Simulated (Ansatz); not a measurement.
# A computed series for ZnTe: pressure series

Consider ZnTe in the zinc blende structure (space group F-43m, No. 216; a = 6.115 Å).

Cell and atoms are relaxed at each pressure.

Level of theory: r2SCAN (Ansatz, an electronic-structure program; PAW; 500 eV plane waves; no spin-orbit coupling), earlier PAW set.

Candidates:
(a) pressure 7 GPa
(b) pressure 30 GPa
(c) pressure 50 GPa

Before the change:

```
Property    Value
--------  -------
Band gap  1.78 eV
```

Problem. Order them by band gap, lowest first.

Solution. (c) pressure 50 GPa (1.36 eV), (b) pressure 30 GPa (1.74 eV), (a) pressure 7 GPa (2.33 eV)

With Te present, leaving out spin-orbit coupling can change the band edges. Load acts through the strain it causes; cell and atoms are relaxed under it. Stability against distortions was not tested. Measured, ZnTe leaves this structure (for cinnabar) near 9.5 GPa (temperature not stated; as listed in Datta, Sujoy, Jana, Debnarayan, arXiv (2020)), on rising pressure, with hysteresis.
